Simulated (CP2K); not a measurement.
Runs of CP2K 2026.2 on Cs. It takes space group I4_1/amd (No. 141, tetragonal). The conventional cell has a = 5.108 Å, b = 5.108 Å, c = 19.192 Å, α = 90.00°, β = 90.00°, γ = 90.00°. This isn't the form of Cs at room conditions, which is bcc.

| potentials or basis | basis sets | potentials | ADDED_MOS | gap on the mesh (eV) | pressure (GPa) |
| --- | --- | --- | --- | --- | --- |
| POTENTIAL_UZH Cs GTH-PBE-q9; DZVP-MOLOPT-PBE-GTH basis | Cs DZVP-MOLOPT-PBE-GTH-q9 | Cs GTH-PBE-q9 of POTENTIAL_UZH | [10] | none | 0.1 |
| POTENTIAL_UZH Cs GTH-PBE-q9; ccGRB-D basis | Cs ccGRB-D-q9 | Cs GTH-PBE-q9 of POTENTIAL_UZH | [10] | none | -0.4 |
| POTENTIAL_UZH Cs GTH-PBE-q9; TZVP-MOLOPT-PBE-GTH basis | Cs TZVP-MOLOPT-PBE-GTH-q9 | Cs GTH-PBE-q9 of POTENTIAL_UZH | [10] | none | 0.0 |
| GTH_POTENTIALS Cs GTH-PBE-q9; DZVP-MOLOPT-SR-GTH basis | Cs DZVP-MOLOPT-SR-GTH-q9 | Cs GTH-PBE-q9 of GTH_POTENTIALS | [10] | none | 0.1 |
| GTH_POTENTIALS Cs GTH-PBE-q9; SZV-MOLOPT-SR-GTH basis | Cs SZV-MOLOPT-SR-GTH-q9 | Cs GTH-PBE-q9 of GTH_POTENTIALS | [1] | none | (a) |
| GTH_POTENTIALS Cs GTH-PBE-q9; TZVP-MOLOPT-SR-GTH basis | Cs TZVP-MOLOPT-SR-GTH-q9 | Cs GTH-PBE-q9 of GTH_POTENTIALS | [10] | none | 0.0 |
| POTENTIAL_UZH Cs GTH-PBE-q9; TZV2P-MOLOPT-PBE-GTH basis | Cs TZV2P-MOLOPT-PBE-GTH-q9 | Cs GTH-PBE-q9 of POTENTIAL_UZH | [10] | none | 0.0 |

Alike in all rows: task band structure; level PBE; no spin polarisation; cell as given; k mesh 7 × 7 × 7; smearing fermi-dirac 0.05 eV.

Problem. Estimate the missing entries.

Solution. (a) 0.2.

Caveats: spin-orbit coupling is left out, which moves the levels of the heavy elements; the basis of atomic orbitals isn't converged, which shifts pressures, moduli and gaps; a minimal basis gives rough bond lengths, pressures and levels (some runs).

A k mesh can miss the band edges, and the runs leave out spin-orbit coupling on Cs.

A gap of «none» marks a metal or a gap under the smearing width.
